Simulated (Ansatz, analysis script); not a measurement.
**Linear V chain, spacing 2.342 Å: E(q) by the generalised Bloch theorem**

Spirals are solved in the crystal's own cell at each q. What do they say of the order in a linear V chain, spacing 2.342 Å?

Program: Ansatz 0.2.0. Level of theory: PBE, PAW set soft_1. Results are calculated unless marked as measured.

Report form: the programs' logs are mostly left out.

**1. The structure**

The cell holds 1 atom: 1 V. Its edges and angles: a = 12.000 Å, b = 12.000 Å, c = 2.342 Å, α = 90.0°, β = 90.0°, γ = 90.0°. An idealised lattice of chosen spacing, in vacuum. Vacuum lies along a and b. The structure's axis is c.

**2. Starting state**

A collinear run comes first: it shows whether moments survive, and how large they are.

File input.yaml:

```yaml
crystal:
  lattice:
    - [12.0, 0.0, 0.0]
    - [0.0, 12.0, 0.0]
    - [0.0, 0.0, 2.342]
  atoms:
    - { symbol: V, position: [0.5, 0.5, 0.0], spin: 1.5 }
magnetization:
  spin_polarized: true
kpoints:
  mp_grid: { grid: [1, 1, 8] }
hamiltonian:
  xc: pbe
  pseudopotentials: { kind: paw, azcp: { folder: soft_1 } }
scf:
  occupations: { method: fermi_dirac, width: 0.05 }
  max_iter: 120
  convergence: { dr2_threshold: 1.0e-08 }
  lower_state_search: "off"
output:
  write_density: true
  write_potential: true
  elf: true
  volumetric_format: npy
```

On the command line:

```
$ ansatz run input.yaml --threads 4 --pin off --max-ram 8192MiB --backend cpu --events-out ev --progress --plain --runs-dir out
```

Wall time 1.8 s (4 threads of Arm Neoverse V1, shared host); peak memory 0.47 GiB.

Spin moment in the atom's sphere by atom:

| atom | spin moment in the atom's sphere (μB) |
| --- | --- |
| V1 | 1.67 |

The run ends ferromagnetic, with a net moment of 2.56 μB a cell. With one V atom carrying the moment, parallel order of its images is forced by the cell, not found.

Spin density in the ca plane at fractional y = 0.500, with atoms of V within 0.2 Å of it.

Ten even steps from '0' (0.0 e/Å³) to '9' (1.9 e/Å³), each cell a mean:
```
000000000000
000000000000
000000000000
000000000000
000000000000
000000000000
000000000000
000000000000
000000000000
000000000000
321000000012
974210001247
752100000125
110000000001
000000000000
000000000000
000000000000
000000000000
000000000000
000000000000
000000000000
000000000000
000000000000
000000000000
```
Columns run along c (2.3 Å), rows up along a (12.0 Å). Atoms in or near the plane, at fractional coordinates: V at (0.00, 0.50).

Valence density in the ca plane at fractional y = 0.500, with atoms of V within 0.2 Å of it. It is the smooth field of the valence electrons, not physical close to the nuclei.

Ten steps, logarithmic in the rise over the least value, from '_' (0 e/Å³) to '@' (14 e/Å³), each cell a mean:
```
________________________
________________________
________________________
________________________
________________________
________________________
________________________
________________________
________________________
........................
##**++==--::::::--==++**
@@@@%%**==--::--==**%%@@
@@%%##**==--::--==**##%%
====--::::......::::--==
________________________
________________________
________________________
________________________
________________________
________________________
________________________
________________________
________________________
________________________
```
Columns run along c (2.3 Å), rows up along a (12.0 Å). Atoms in or near the plane, at fractional coordinates: V at (0.00, 0.50).

ELF in the ca plane at fractional y = 0.500, with atoms of V within 0.2 Å of it. It is the smooth field of the valence electrons, not physical close to the nuclei.

Ten even steps from '0' (0.00) to '9' (0.71), each cell a mean:
```
000000000000
000000000000
000000000000
000000000000
000000000000
000000000000
111122222111
222345554322
223457775432
112246764221
776434443467
999753235799
998743334789
544335653344
112357875321
223456765432
112233433221
000111111100
000000000000
000000000000
000000000000
000000000000
000000000000
000000000000
```
Columns run along c (2.3 Å), rows up along a (12.0 Å). Atoms in or near the plane, at fractional coordinates: V at (0.00, 0.50).

**3. Denser mesh**

Levels at the Fermi energy are partly filled, so moments and energy differences can hang on the k-mesh, and the state is solved again on a denser one.

input.yaml, the sections that differ from step 2:

```yaml
crystal:
  lattice:
    - [12.0, 0.0, 0.0]
    - [0.0, 12.0, 0.0]
    - [0.0, 0.0, 2.342]
  atoms:
    - { symbol: V, position: [0.5, 0.5, 0.0], spin: 1.67 }
kpoints:
  mp_grid: { grid: [1, 1, 45] }
basis:
  ecutwfc: 420.0
checkpoint:
  read: start
  write: ck
  compress: false
  write_wavefunctions: false
  write_every: 100000
# magnetization, hamiltonian, scf: as in step 2
# output: removed
```

Elapsed: 2.6 s, on 4 threads; peak memory 0.59 GiB.

Spin moment in the atom's sphere by atom:

| atom | spin moment in the atom's sphere (μB) |
| --- | --- |
| V1 | 1.58 |

The run ends ferromagnetic, with a net moment of 2.36 μB a cell, against 2.56 μB on the first mesh.

Each spiral starts from these moments, tilted 90° from the rotation axis z (a flat spiral); sizes are free, while the program holds flat spirals in their plane. Spin–orbit coupling is switched off, so the energy does not depend on how the axis lies in the crystal. The folder named start holds the saved collinear state, from which each run begins.

The runs on spinors take the mesh 1×1×44.

**4. q = (0, 0, 0)**

The reference is the same input at q = 0, so that basis and exchange-correlation form match those at other q. Every q is chosen so that q/2 is a mesh vector: every spiral then samples the k-points of q = 0, and much mesh noise cancels.

input.yaml, the sections that differ from step 3:

```yaml
crystal:
  lattice:
    - [12.0, 0.0, 0.0]
    - [0.0, 12.0, 0.0]
    - [0.0, 0.0, 2.342]
  atoms:
    - { symbol: V, position: [0.5, 0.5, 0.0], spin: 1.58, spin_axis: [1.0, 0.0, 0.0] }
kpoints:
  mp_grid: { grid: [1, 1, 44] }
hamiltonian:
  xc: pbe
  noncollinear_xc: locally_collinear
  pseudopotentials: { kind: paw, azcp: { folder: soft_1 } }
magnetization:
  noncollinear: true
  spin_spiral: { q: [0.0, 0.0, 0.0] }
checkpoint:
  read: start
# scf, basis: as in step 3
```

On the command line:

```
$ ansatz run input.yaml --threads 1 --pin off --max-ram 2048MiB --backend cpu --events-out ev --progress --plain --runs-dir out
```

It took 49 s on 1 thread; peak memory 0.84 GiB.

The largest moment is 1.60 μB, against 1.58 μB in the collinear run.

**5. q = (0, 0, 0.045)**

Only q changes. The cell stays that of the crystal, since the generalised Bloch theorem carries the rotation from cell to cell.

input.yaml, as its differences from that of step 4:

```diff
@@ -22,3 +22,3 @@
   noncollinear: true
-  spin_spiral: { q: [0.0, 0.0, 0.0] }
+  spin_spiral: { q: [0.0, 0.0, 0.04545455] }
 checkpoint:
```

Wall time 45 s (1 thread); peak memory 0.84 GiB.

The energy of the cell lies 0.141 meV below that at q = 0, and the largest moment is 1.60 μB against 1.60 μB.

**6. q = (0, 0, 0.136)**

input.yaml, as its differences from that of step 5:

```diff
@@ -22,3 +22,3 @@
   noncollinear: true
-  spin_spiral: { q: [0.0, 0.0, 0.04545455] }
+  spin_spiral: { q: [0.0, 0.0, 0.13636364] }
 checkpoint:
```

Elapsed: 67 s, on 1 thread; peak memory 0.86 GiB.

The energy of the cell lies 12.7 meV below that at q = 0, and the largest moment is 1.81 μB against 1.60 μB.

**7. q = (0, 0, 0.318)**

input.yaml, as its differences from that of step 6:

```diff
@@ -22,3 +22,3 @@
   noncollinear: true
-  spin_spiral: { q: [0.0, 0.0, 0.13636364] }
+  spin_spiral: { q: [0.0, 0.0, 0.31818182] }
 checkpoint:
```

It took 68 s on 1 thread; peak memory 0.87 GiB.

The energy of the cell lies 129 meV below that at q = 0, and the largest moment is 2.22 μB against 1.60 μB.

**8. q = (0, 0, 0.455)**

input.yaml, as its differences from that of step 7:

```diff
@@ -22,3 +22,3 @@
   noncollinear: true
-  spin_spiral: { q: [0.0, 0.0, 0.31818182] }
+  spin_spiral: { q: [0.0, 0.0, 0.45454545] }
 checkpoint:
```

The job ended after 36 min (1 thread; peak memory 1.2 GiB).

The run was cut off at the time left to it in the session, and no result is taken from it.

**9. q = (0, 0, 0.5)**

input.yaml, as its differences from that of step 8:

```diff
@@ -22,3 +22,3 @@
   noncollinear: true
-  spin_spiral: { q: [0.0, 0.0, 0.45454545] }
+  spin_spiral: { q: [0.0, 0.0, 0.5] }
 checkpoint:
```

Run time: 36 min. Hardware: 1 thread; peak memory 1.2 GiB.

The run was cut off at the time left to it in the session, and no result is taken from it.

3 more runs differ from these in the same keys alone and are tabled below.

**10. Analysis**

| q (reciprocal lattice) | path length (1/Å) | E(q) − E(0) (meV a magnetic atom) | \|m\| V no. 1 (μB) |
| --- | --- | --- | --- |
| (0, 0, 0) | 0.000 | 0.00 | 1.60 |
| (0, 0, 0.045) | 0.122 | -0.14 | 1.60 |
| (0, 0, 0.136) | 0.366 | -12.69 | 1.81 |
| (0, 0, 0.182) | 0.488 | -28.38 | 1.93 |
| (0, 0, 0.273) | 0.732 | -103.85 | 2.31 |
| (0, 0, 0.318) | 0.854 | -128.91 | 2.22 |
| (0, 0, 0.364) | 0.976 | -135.52 | 2.13 |

**11. What came out**

```yaml
lowest_point_with_a_result: q = (0, 0, 0.364), -136 meV a magnetic atom from q = 0
highest_point_with_a_result: 0 meV a magnetic atom
```

The state at q = (0, 0, 0.364) lies 136 meV a magnetic atom below the ferromagnetic start, so that start is not the lowest state. The moments change by at most 45 % from their size at q = 0, so they are itinerant and a model of rigid spins is rough. No spin model is given, since the moments change too much along the path. Points of the path without a result: 2. They can lie above or below those tabled. The 9 spiral runs took 79 min of wall time, added up. Energies are free energies at a smearing of 0.05 eV, and with partly filled levels differences shift, at times strongly, as the smearing goes to zero. The cell was taken as built, with atoms unrelaxed. In doubt: the program's search for lower states was switched off, so a lower magnetic state than those reached may exist.

[Logs and program files are shortened in this print: banners, set-up blocks, solver, clock and traceback lines can be left out without a mark of their own.]

[Logs are printed without paths, hosts, clocks, repeated set-up lines and the standing remarks that a program may print on its own settings, such as how far it seeks lower states.]

[Hosts, paths, dates, database ids (printed as entryN), source tags and the programs' standing remarks are cut or masked in the printed files.]
